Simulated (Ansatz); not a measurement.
**Al: a line through an energy map**

One line of a two-coordinate grid on Al (Im-3m, No. 229; 1 atom in the cell): c/a of the conventional cell is varied, at volume per atom = 14.92 Å³.

Method: DFT LDA, scalar-relativistic, plane waves, PAW, in Ansatz 0.2.0.

26 further runs of the same task are left out: 26 set aside as unsound or not needed.

## (1) The starting structure

Symmetry: Im-3m, No. 229, cubic system. The conventional cell has a = 3.189 Å, b = 3.189 Å, c = 3.189 Å, α = 90.00°, β = 90.00°, γ = 90.00°. Al (site symmetry m-3m) has 8 Al at 2.76 Å as nearest neighbours.

Structure file:

```cif
data_structure
_symmetry_space_group_name_H-M 'P 1'
_symmetry_Int_Tables_number 1
_cell_length_a 2.7619
_cell_length_b 2.7619
_cell_length_c 2.7619
_cell_angle_alpha 109.471
_cell_angle_beta 109.471
_cell_angle_gamma 109.471
_cell_volume 16.22
loop_
_atom_site_label
_atom_site_type_symbol
_atom_site_fract_x
_atom_site_fract_y
_atom_site_fract_z
_atom_site_occupancy
Al1 Al 0.00000 0.00000 0.00000 1
```

It goes back to an entry of the Materials Project, which need not be the stable form.

It is the result of an earlier relaxation at this level (volume 16.22 Å³/atom; gap on the mesh: none (metal)).

## (2) The scan

The energy is mapped over volume and the cell's shape.

First coordinate, volume per atom: 7 values from 14.92 to 17.52 Å³. Second coordinate, c/a of the conventional cell: 9 values from 0.861 to 1.566.

Nothing else is relaxed (symmetry fixes all fractional coordinates). Energies count from the relaxed crystal. Points are written as (first, second).

## (3) Grid point (14.92 Å³, 0.861)

Contents of input.yaml:

```yaml
crystal:
  lattice:
    - [-1.6300525426, 1.6300525426, 1.4038012497]
    - [1.6300525426, -1.6300525426, 1.4038012497]
    - [1.6300525426, 1.6300525426, -1.4038012497]
  atoms:
    - { symbol: Al, position: [0.0, 0.0, 0.0] }
basis:
  ecutwfc: 420
kpoints:
  mp_grid: { grid: [22, 22, 22] }
hamiltonian:
  xc: lda
scf:
  occupations: { method: gaussian, width: 0.15 }
output:
  forces: true
  stress: true
  eigenvalues: true
```

The run is started by

```bash
ansatz run input.yaml --threads 1 --pin off --max-ram 2048MiB --backend cpu --events-out ev --progress --plain --runs-dir out
```

The session goes on with these runs: the other points of the line.

**Question.** What will these runs give? Wanted: for each run, c/a of the conventional cell; energy; slope; pressure.

As calculated:

```
c/a of the conventional cell  step  energy (meV/atom)  slope (meV/atom per unit)  pressure (GPa)
                       0.861     3                 12                        115            7.65
                       0.928     4                 22                        140            7.37
                       1.000     5                 27                          0            7.38
                       1.078     6                 20                       −225            7.29
                       1.161     –                −10                       −482            7.02
                       1.251     7                −51                       −372            6.43
                       1.348     8                −80                       −183            5.73
                       1.453     9                −83                        114            5.58
                       1.566    10                −59                        344            6.49
```

Energies count from the relaxed crystal. Rows without a step come from runs not printed here or follow by symmetry. Slopes come from the forces (and the stress, where the cell changes), not from differences of energies.

Along the line the energy is lowest at 1.453, −83 meV/atom from the zero. A fit to energies and slopes at the lowest point and its two neighbours puts the minimum at 1.4120, with a curvature of about 3100 meV/atom per (unit)². The highest point computed, at 1.000, lies 111 meV/atom above the lowest. This is one cut through a surface in two coordinates; the map's lowest point lies off it.
